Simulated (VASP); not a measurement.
# Ho (Im-3m) in VASP: equation of state

How stiff is Ho in PBE, and what volume does it want? The cell is scaled to several volumes.

Program: VASP 6.6.1. These are calculated values, not measurements. Logs are shortened: lines on timing, memory, paths and dates and some standing lists are left out, and cuts for length are marked.

**1. Starting point**

It takes space group Im-3m (No. 229, cubic). Conventional cell: a = 3.981 Å, b = 3.981 Å, c = 3.981 Å, α = 90.00°, β = 90.00°, γ = 90.00°. Around Ho (site symmetry m-3m) lie 8 Ho at 3.45 Å.

This isn't the form of Ho at room conditions, which is hcp.

**2. Equation of state, PBE, collinear spin, ferromagnetic start, 29.65 Å³/atom (volume scaled by 0.94)**

INCAR reads:

```
ALGO = Normal
EDIFF = 1E-7
ENCUT = 520
GGA = PE
ISIF = 2
ISMEAR = -1
ISPIN = 2
LASPH = T
LCHARG = F
LMAXMIX = 6
LORBIT = 11
LREAL = F
LWAVE = F
MAGMOM = 4
NBANDS = 20
NELM = 100
PREC = Accurate
SIGMA = 0.05
```

KPOINTS reads:

```
k-points
0
Gamma
  9 9 9
```

POSCAR reads:

```
Ho
1.0
   -1.9498832992      1.9498832992      1.9498832992
    1.9498832992     -1.9498832992      1.9498832992
    1.9498832992      1.9498832992     -1.9498832992
Ho
1
Direct
    0.0000000000      0.0000000000      0.0000000000
```

Potentials or basis: VASP PAW PBE potentials, release 64 (Ho).

Command:

```sh
> cat potpaw_PBE.64/Ho/POTCAR > POTCAR
> mpirun -np 1 vasp_std > vasp.out
```

OUTCAR:

```text
EDIFF = 1E-7
   ENCUT = 520
   GGA = PE
   ISIF = 2
   ISMEAR = -1
   ISPIN = 2
   LASPH = T
   LORBIT = 11
   LREAL = F
   NELM = 100
   PREC = Accurate

 Found     35 irreducible k-points:

 Following reciprocal coordinates:
            Coordinates               Weight
  0.000000  0.000000  0.000000      1.000000
  0.111111  0.000000  0.000000     12.000000
  0.222222  0.000000  0.000000     12.000000
  0.333333  0.000000  0.000000     12.000000
  0.444444  0.000000  0.000000     12.000000
  0.111111  0.111111  0.000000     24.000000
   k-points           NKPTS =     35   k-points in BZ     NKDIM =     35   number of bands    NBANDS=     20
   number of dos      NEDOS =    301   number of ions     NIONS =      1
   total plane-waves  NPLWV =  21952
   dimension x,y,z NGX =    28 NGY =   28 NGZ =   28
   dimension x,y,z NGXF=    56 NGYF=   56 NGZF=   56
   ions per type =               1
   NGX,Y,Z   is equivalent  to a cutoff of  13.78, 13.78, 13.78 a.u.
   NGXF,Y,Z  is equivalent  to a cutoff of  27.57, 27.57, 27.57 a.u.
 SYSTEM =  unknown system
   PREC   = accura    normal or accurate (medium, high low for compatibility)
   ISTART =      0    job   : 0-new  1-cont  2-samecut
   ICHARG =      2    charge: 1-file 2-atom 10-const
   ISPIN  =      2    spin polarized calculation?
   LNONCOLLINEAR =      F non collinear calculations
   LSORBIT =      F    spin-orbit coupling
   LASPH  =      T    aspherical Exc in radial PAW
   ENCUT  =  520.0 eV  38.22 Ry    6.18 a.u.   6.28  6.28  6.28*2*pi/ulx,y,z
   NELM   =    100;   NELMIN=  2; NELMDL= -5     # of ELM steps
   EDIFF  = 0.1E-06   stopping-criterion for ELM
   LREAL  =      F    real-space projection
   EDIFFG = 0.1E-05   stopping-criterion for IOM
   NSW    =      0    number of steps for IOM
   IBRION =     -1    ionic relax: 0-MD 1-quasi-New 2-CG
   NFREE  =      0    steps in history (QN), initial steepest desc. (CG)
   ISIF   =      2    stress and relaxation
   ISYM   =      2    0-nonsym 1-usesym 2-fastsym
   POTIM  = 0.5000    time-step for ionic-motion
   TEBEG  =    0.0;   TEEND  =   0.0 temperature during run
   PSTRESS=    0.0 pullay stress
   NELECT =      21.0000    total number of electrons
   NUPDOWN=      -1.0000    fix difference up-down
   EMIN   =  10.00;   EMAX   =-10.00  energy-range for DOS
   EFERMI =   0.00;   METHOD = LEGACY
   ISMEAR =    -1;   SIGMA  =   0.05  broadening in eV -4-tet -1-fermi 0-gaus
   EFERMI_NEDOS =   21; number of points for ismear=-14 and -15
   IALGO  =     38    algorithm
   IMIX   =      4    mixing-type and parameters
     AMIX     =   0.40;   BMIX     =  1.00
     AMIX_MAG =   1.60;   BMIX_MAG =  1.00
  volume/ion in A,a.u.               =      29.65       200.12
  Fermi-wavevector in a.u.,A,eV,Ry     =   1.459215  2.757517 28.971003  2.129309
  Thomas-Fermi vector in A             =   2.575808
   LORBIT       =     11    0 simple, 1 ext, 2 COOP (PROOUT), +10 PAW based schemes
   GGA     = PE    functional components
   LHFCALC =     F    Hartree Fock is set to
   AEXX    =    0.0000 exact exchange contribution
   IVDW    =     0    specifies the selected vdW correction
   LEPSILON=     F    determine dielectric tensor
   LRPA    =     F    only Hartree local field effects (RPA)
 spin polarized calculation
  energy-cutoff  :      520.00
  volume of cell :       29.65
 maximum number of plane-waves:       808
 NGX is ok and might be reduce to    28
   NGX = 13   NGY = 13   NGZ = 13

 number of electron      21.0000011 magnetization       3.6384027

 Free energy of the ion-electron system (eV)
  ---------------------------------------------------
  ext. energy  EPLUGINS =         0.00000000
  ---------------------------------------------------
  free energy    TOTEN  =        -6.38021162 eV

  energy without entropy =       -6.30984075  energy(sigma->0) =       -6.34502619

 E-fermi :   3.0376     XC(G=0): -10.3816

 val. band max:        3.0300699272   @ k =  -0.4444  -0.4444   0.3333
 cond. band min:       3.0418441948   @ k =  -0.4444  -0.4444   0.1111
 fundamental gap:      0.0117742676
 Fermi energy:         3.0376009682

 spin component 1

 k-point     1 :       0.0000    0.0000    0.0000
  band No.  band energies     occupation
      1     -45.4418      1.00000
      2     -20.0279      1.00000
      3     -20.0279      1.00000
      4     -20.0279      1.00000
      5      -2.4881      1.00000
      6      -0.2977      1.00000
[... 12 lines left out ...]
     19      14.3557      0.00000
     20      14.3557      0.00000

 k-point     2 :       0.1111    0.0000    0.0000
  band No.  band energies     occupation
      1     -45.4338      1.00000
      2     -20.1262      1.00000
      3     -20.0578      1.00000
      4     -20.0286      1.00000
      5      -2.1080      1.00000
      6      -0.3167      1.00000
[... 12 lines left out ...]
     19      15.0499      0.00000
[... 51 lines left out ...]

 spin component 2

 k-point     1 :       0.0000    0.0000    0.0000
  band No.  band energies     occupation
      1     -43.8537      1.00000
      2     -18.8656      1.00000
      3     -18.8655      1.00000
      4     -18.8655      1.00000
      5      -2.2465      1.00000
      6       2.0470      1.00000
[... 12 lines left out ...]
     19      14.5185      0.00000
     20      14.5185      0.00000

 k-point     2 :       0.1111    0.0000    0.0000
  band No.  band energies     occupation
      1     -43.8447      1.00000
      2     -18.9755      1.00000
      3     -18.8983      1.00000
      4     -18.8664      1.00000
      5      -1.8563      1.00000
      6       2.0462      1.00000
[... 12 lines left out ...]
     19      15.2261      0.00000
     20      15.6646      0.00000

 k-point     3 :       0.2222    0.0000    0.0000
  band No.  band energies     occupation
      1     -43.8219      1.00000
      2     -19.2427      1.00000
      3     -18.9802      1.00000
      4     -18.8686      1.00000
      5      -0.8340      1.00000
      6       2.0524      1.00000
[... 12 lines left out ...]
     19      16.6497      0.00000
     20      17.0931      0.00000

 k-point     4 :       0.3333    0.0000    0.0000
  band No.  band energies     occupation
      1     -43.7959      1.00000
      2     -19.5291      1.00000
      3     -19.0714      1.00000
      4     -18.8713      1.00000
      5       0.3160      1.00000
      6       2.0955      1.00000
[... 12 lines left out ...]
     19      14.6973      0.00000
     20      18.9509      0.00000

 k-point     5 :       0.4444    0.0000    0.0000
  band No.  band energies     occupation
      1     -43.7788      1.00000
      2     -19.7073      1.00000
      3     -19.1299      1.00000
      4     -18.8731      1.00000
      5       0.8641      1.00000
      6       2.1132      1.00000
[... 12 lines left out ...]
     19      13.3381      0.00000
     20      16.3991      0.00000

 k-point     6 :       0.1111    0.1111    0.0000
  band No.  band energies     occupation
      1     -43.8289      1.00000
      2     -19.1589      1.00000
      3     -18.9367      1.00000
      4     -18.8920      1.00000
      5      -1.1410      1.00000
      6       2.0434      1.00000
[... 12 lines left out ...]
     19      16.1103      0.00000
     20      16.9042      0.00000

 [... further k-points ...]

------------------------ aborting loop because EDIFF is reached ----------------------------------------

 total charge

# of ion       s       p       d       f       tot
--------------------------------------------------
    1        2.128   5.708   0.453  10.284  18.573

 magnetization (x)

# of ion       s       p       d       f       tot
--------------------------------------------------
    1        0.004  -0.020   0.043   3.501   3.529

  FORCE on cell =-STRESS in cart. coord.  units (eV):
  Direction    XX          YY          ZZ          XY          YZ          ZX
  --------------------------------------------------------------------------------------
  -------------------------------------------------------------------------------------
  Total        0.8599750      0.8599750      0.8599750     -0.0000000      0.0000000     -0.0000000
  in kB       46.4633559     46.4633559     46.4633559     -0.0000000      0.0000000     -0.0000000
  external PRESSURE =      46.4633559 kB  Pullay stress =       0.0000000 kB

 VOLUME and BASIS-vectors are now :
 -----------------------------------------------------------------------------
  energy-cutoff  :      520.00
  volume of cell :       29.65
      direct lattice vectors                 reciprocal lattice vectors
    -1.949883299  1.949883299  1.949883299     0.000000000  0.256425603  0.256425603
     1.949883299 -1.949883299  1.949883299     0.256425603  0.000000000  0.256425603
     1.949883299  1.949883299 -1.949883299     0.256425603  0.256425603  0.000000000

  length of vectors
     3.377296943  3.377296943  3.377296943     0.362640565  0.362640565  0.362640565

 FORCES acting on ions
    electron-ion (+dipol)            ewald-force                    non-local-force                 convergence-correction
 -----------------------------------------------------------------------------------------------
   0.124E-13 -.100E-12 -.416E-13   -.613E-15 0.888E-17 0.623E-15   -.496E-23 -.165E-23 0.165E-23   -.797E-13 -.297E-12 0.574E-14
 -----------------------------------------------------------------------------------------------
   0.124E-13 -.100E-12 -.416E-13   -.613E-15 0.888E-17 0.623E-15   -.496E-23 -.165E-23 0.165E-23   -.797E-13 -.297E-12 0.574E-14

 POSITION                                       TOTAL-FORCE (eV/Angst)
 -----------------------------------------------------------------------------------
      0.00000      0.00000      0.00000         0.000000      0.000000     -0.000000
 -----------------------------------------------------------------------------------
    total drift:                               -0.000000     -0.000000     -0.000000

--------------------------------------------------------------------------------------------------------

  FREE ENERGIE OF THE ION-ELECTRON SYSTEM (eV)
  ---------------------------------------------------
  free  energy   TOTEN  =        -6.3802116232 eV

  energy  without entropy=       -6.3098407477  energy(sigma->0) =       -6.34502619

--------------------------------------------------------------------------------------------------------

--------------------------------------------------------------------------------------------------------

 total charge

# of ion       s       p       d       f       tot
--------------------------------------------------
    1        2.128   5.708   0.453  10.284  18.573

 magnetization (x)

# of ion       s       p       d       f       tot
--------------------------------------------------
    1        0.004  -0.020   0.043   3.501   3.529

=======================================================================
```

Wall time 2.4 min (1 thread of Intel Xeon Platinum 8488C (Sapphire Rapids), shared host); peak memory 0.2 GiB.

What came out:

- Free energy: -6.3802 eV
- Pressure: 4.6 GPa
- Band gap on the k mesh: none (metal or under the smearing width)
- Net moment: 3.64 μB per cell
- Site moments: Ho +3.53 μB
- Valence electrons inside the program's atomic spheres: Ho 18.57

Caveat: the magnetic or orbital state may not be the lowest; spin-orbit coupling is left out, which moves the levels of the heavy elements.

**3. Equation of state, PBE, collinear spin, ferromagnetic start, 30.29 Å³/atom (volume scaled by 0.96)**

INCAR reads:

```
SYSTEM = Ho
PREC = Accurate
ENCUT = 520
EDIFF = 1E-7
ISMEAR = -1
SIGMA = 0.05
LREAL = .FALSE.
LASPH = .TRUE.
NELM = 120
ALGO = Normal
ISIF = 2
LWAVE = .FALSE.
LCHARG = .FALSE.
ISPIN = 2
MAGMOM = 4
LORBIT = 11
LMAXMIX = 6
GGA = PE
NBANDS = 20
```

KPOINTS reads:

```
regular mesh
0
G
  9 9 9
  0 0 0
```

POSCAR reads:

```
Ho
1.0
   -1.9636153242      1.9636153242      1.9636153242
    1.9636153242     -1.9636153242      1.9636153242
    1.9636153242      1.9636153242     -1.9636153242
Ho
1
Direct
    0.0000000000      0.0000000000      0.0000000000
```

Potentials or basis: VASP PAW PBE potentials, release 64 (Ho).

Command:

```sh
> cat potpaw_PBE.64/Ho/POTCAR > POTCAR
> mpirun -np 1 vasp_std > vasp.out
```

Wall time 2 min (1 thread of Intel Xeon Platinum 8488C (Sapphire Rapids), shared host); peak memory 0.2 GiB.

The run converged. Its results:

```yaml
Free_energy: -6.3973 eV
Pressure: 3.8 GPa
Band_gap_on_the_k_mesh: none (metal or under the smearing width)
Net_moment: 3.64 μB per cell
Site_moments: Ho +3.52 μB
Valence_electrons_inside_the_program's_atomic_spheres: Ho 18.56
```

Caveat: the magnetic or orbital state may not be the lowest; spin-orbit coupling is left out, which moves the levels of the heavy elements.

**4. Equation of state, PBE, collinear spin, ferromagnetic start, 30.92 Å³/atom (volume scaled by 0.98)**

INCAR reads:

```
SYSTEM = Ho
PREC = Accurate ; ENCUT = 520
EDIFF = 1E-7 ; ISMEAR = -1
SIGMA = 0.05 ; LREAL = .FALSE.
LASPH = .TRUE. ; NELM = 120
ALGO = Normal ; ISIF = 2
LWAVE = .FALSE. ; LCHARG = .FALSE.
ISPIN = 2 ; MAGMOM = 4
LORBIT = 11 ; LMAXMIX = 6
GGA = PE ; NBANDS = 20
```

KPOINTS is that of step 3.

POSCAR reads:

```
Ho
1.0
   -1.9771579268      1.9771579268      1.9771579268
    1.9771579268     -1.9771579268      1.9771579268
    1.9771579268      1.9771579268     -1.9771579268
Ho
1
Direct
    0.0000000000      0.0000000000      0.0000000000
```

Command:

```sh
> cat potpaw_PBE.64/Ho/POTCAR > POTCAR
> mpirun -np 1 vasp_std > vasp.out
```

It took 2.1 min on 1 thread of Intel Xeon Platinum 8488C (Sapphire Rapids), shared host; peak memory 0.21 GiB.

The run converged. Its results:

| Item | Value |
| --- | --- |
| Free energy | -6.4112 eV |
| Pressure | 2.8 GPa |
| Band gap on the k mesh | none (metal or under the smearing width) |
| Net moment | 3.64 μB per cell |
| Site moments | Ho +3.52 μB |
| Valence electrons inside the program's atomic spheres | Ho 18.55 |

Caveat: the magnetic or orbital state may not be the lowest; spin-orbit coupling is left out, which moves the levels of the heavy elements.

**5. Equation of state, PBE, collinear spin, ferromagnetic start, 32.18 Å³/atom (volume scaled by 1.02)**

INCAR reads:

```
SYSTEM = Ho
ALGO     = Normal         ! electronic algorithm
EDIFF    = 1E-7           ! SCF threshold, eV
ENCUT    = 520            ! plane-wave cutoff, eV
GGA      = PE             ! functional
ISIF     = 2              ! what is computed and relaxed
ISMEAR   = -1             ! smearing method
ISPIN    = 2              ! spin polarisation
LASPH    = .True.         ! aspherical terms in the spheres
LCHARG   = .False.        ! write CHGCAR
LMAXMIX  = 6              ! l up to which the mixer works
LORBIT   = 11             ! projections on sites
LREAL    = .False.        ! projectors in reciprocal space
LWAVE    = .False.        ! write WAVECAR
MAGMOM   = 4              ! initial moments
NBANDS   = 20             ! bands
NELM     = 100            ! most SCF steps
PREC     = Accurate       ! precision mode
SIGMA    = 0.05           ! smearing width, eV
```

KPOINTS reads:

```
k-points
0
Gamma
  9 9 9
  0 0 0
```

POSCAR reads:

```
Ho
1.0
   -2.0037001265      2.0037001265      2.0037001265
    2.0037001265     -2.0037001265      2.0037001265
    2.0037001265      2.0037001265     -2.0037001265
Ho
1
Direct
    0.0000000000      0.0000000000      0.0000000000
```

Command:

```sh
> cat potpaw_PBE.64/Ho/POTCAR > POTCAR
> mpirun -np 1 vasp_std > vasp.out
```

Run time: 88 s. Hardware: 1 thread of Intel Xeon Platinum 8488C (Sapphire Rapids), shared host; peak memory 0.2 GiB.

It converged, with:

```
Free energy                                           : -6.4309 eV
Pressure                                              : 1.8 GPa
Band gap on the k mesh                                : none (metal or under the smearing width)
Net moment                                            : 3.65 μB per cell
Site moments                                          : Ho +3.52 μB
Valence electrons inside the program's atomic spheres : Ho 18.54
```

Caveat: the magnetic or orbital state may not be the lowest; spin-orbit coupling is left out, which moves the levels of the heavy elements.

**6. Equation of state, PBE, collinear spin, ferromagnetic start, 32.81 Å³/atom (volume scaled by 1.04)**

INCAR reads:

```
ALGO = Normal ; EDIFF = 1E-7
ENCUT = 520 ; GGA = PE
ISIF = 2 ; ISMEAR = -1
ISPIN = 2 ; LASPH = T
LCHARG = F ; LMAXMIX = 6
LORBIT = 11 ; LREAL = F
LWAVE = F ; MAGMOM = 4
NBANDS = 20 ; NELM = 120
PREC = Accurate ; SIGMA = 0.05
```

KPOINTS reads:

```
k-points
0
Gamma
  9 9 9
```

POSCAR reads:

```
Ho
1.0
   -2.0167115309      2.0167115309      2.0167115309
    2.0167115309     -2.0167115309      2.0167115309
    2.0167115309      2.0167115309     -2.0167115309
Ho
1
Direct
    0.0000000000      0.0000000000      0.0000000000
```

Potentials or basis: VASP PAW PBE potentials, release 64 (Ho).

Command:

```sh
> cat potpaw_PBE.64/Ho/POTCAR > POTCAR
> mpirun -np 1 vasp_std > vasp.out
```

Run time: 81 s. Hardware: 1 thread of Intel Xeon Platinum 8488C (Sapphire Rapids), shared host; peak memory 0.2 GiB.

The run converged. Its results:

| Quantity | Value |
| --- | --- |
| Free energy | -6.4371 eV |
| Pressure | 1.2 GPa |
| Band gap on the k mesh | none (metal or under the smearing width) |
| Net moment | 3.66 μB per cell |
| Site moments | Ho +3.52 μB |
| Valence electrons inside the program's atomic spheres | Ho 18.53 |

Caveat: the magnetic or orbital state may not be the lowest; spin-orbit coupling is left out, which moves the levels of the heavy elements.

**7. Equation of state, PBE, collinear spin, ferromagnetic start, 33.44 Å³/atom (volume scaled by 1.06)**

INCAR reads:

```
ALGO = Normal
EDIFF = 1E-7
ENCUT = 520
GGA = PE
ISIF = 2
ISMEAR = -1
ISPIN = 2
LASPH = T
LCHARG = F
LMAXMIX = 6
LORBIT = 11
LREAL = F
LWAVE = F
MAGMOM = 4
NBANDS = 20
NELM = 100
PREC = Accurate
SIGMA = 0.05
```

KPOINTS is that of step 6.

POSCAR reads:

```
Ho
1.0
   -2.0295571736      2.0295571736      2.0295571736
    2.0295571736     -2.0295571736      2.0295571736
    2.0295571736      2.0295571736     -2.0295571736
Ho
1
Direct
    0.0000000000      0.0000000000      0.0000000000
```

Command:

```sh
> cat potpaw_PBE.64/Ho/POTCAR > POTCAR
> mpirun -np 1 vasp_std > vasp.out
```

Run time: 2.2 min. Hardware: 1 thread of Intel Xeon Platinum 8488C (Sapphire Rapids), shared host; peak memory 0.2 GiB.

Results (log left out):

```yaml
Free_energy: -6.4413 eV
Pressure: 0.7 GPa
Band_gap_on_the_k_mesh: none (metal or under the smearing width)
Net_moment: 3.68 μB per cell
Site_moments: Ho +3.52 μB
Valence_electrons_inside_the_program's_atomic_spheres: Ho 18.53
```

Caveat: the magnetic or orbital state may not be the lowest; spin-orbit coupling is left out, which moves the levels of the heavy elements.

**8. Equation of state, PBE, collinear spin, ferromagnetic start**

Potentials or basis: VASP PAW PBE potentials, release 64 (Ho).

This step only gathers the single runs of the series.

Results:

* Equilibrium volume: 34.57 Å³/atom (rough: see the caveat)
* Bulk modulus: 22 GPa (rough)

Energy against volume, from the lowest point:
| volume (Å³/atom) | energy (meV/atom) |
| --- | --- |
| 29.654 | 61.04 |
| 30.285 | 44.00 |
| 30.916 | 30.03 |
| 31.547 | 18.92 |
| 32.178 | 10.38 |
| 32.809 | 4.12 |
| 33.440 | 0.00 |

Caveat: the magnetic or orbital state may not be the lowest; the minimum lies outside the volumes run; spin-orbit coupling is left out, which moves the levels of the heavy elements. The state reached can hang on the start; a lower one may exist.
